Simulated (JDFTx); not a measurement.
## PbS (Galena) under changes of volume

One of the cells (26.086 Å³/atom); the others are scaled copies at fixed shape and fractional positions:

```
Pb S
1.0
     0.00000    2.96575    2.96575
     2.96575    0.00000    2.96575
     2.96575    2.96575    0.00000
Pb S
1 1
Direct
  0.00000 0.00000 0.00000
  0.50000 0.50000 0.50000
```

| Quantity | Value |
| --- | --- |
| Program | JDFTx 1.7.0 (patched build) |
| Functional | LDA |
| Potentials or basis | PseudoDojo-SR-LDA-0.4.1-standard with smoothed tails |
| Cutoff | 762 eV |
| Density cutoff | 6095 eV |
| k mesh | 8 × 8 × 8 |
| Occupations | fermi-dirac, width 0.05 eV |
| Spin | no spin polarisation |

```csv
volume (Å³/atom),energy over the lowest point (meV/atom),pressure (GPa),gap on the mesh (eV)
24.521,1.51,1.1,0.01
25.042,0.00,-0.2,0.09
25.564,2.71,-1.5,0.17
26.086,9.28,-2.6,0.24
26.607,19.33,-3.6,0.31
27.129,32.51,-4.5,0.37
27.651,?,?,?
```

Task: What does the run at 27.651 Å³/atom give?

Result: Energy over the lowest point 48.50 meV/atom; pressure -5.3 GPa; gap on the mesh 0.43 eV.

Worked out: A Birch-Murnaghan fit of order 3 (a polynomial in V^(-2/3)) to the other rows has its minimum at 24.96 Å³/atom with B0 = V·E''(V) = 63 GPa and B' = 3.8. It gives 48.56 meV/atom at 27.651 Å³/atom, against the run's 48.50, and -dE/dV = -5.3 GPa, against -5.3.

Energies are extrapolated to zero smearing.

Caveats: spin-orbit coupling is left out, which as a rule narrows the gap of such compounds by several tenths of an eV.

A mesh can miss the band edges.
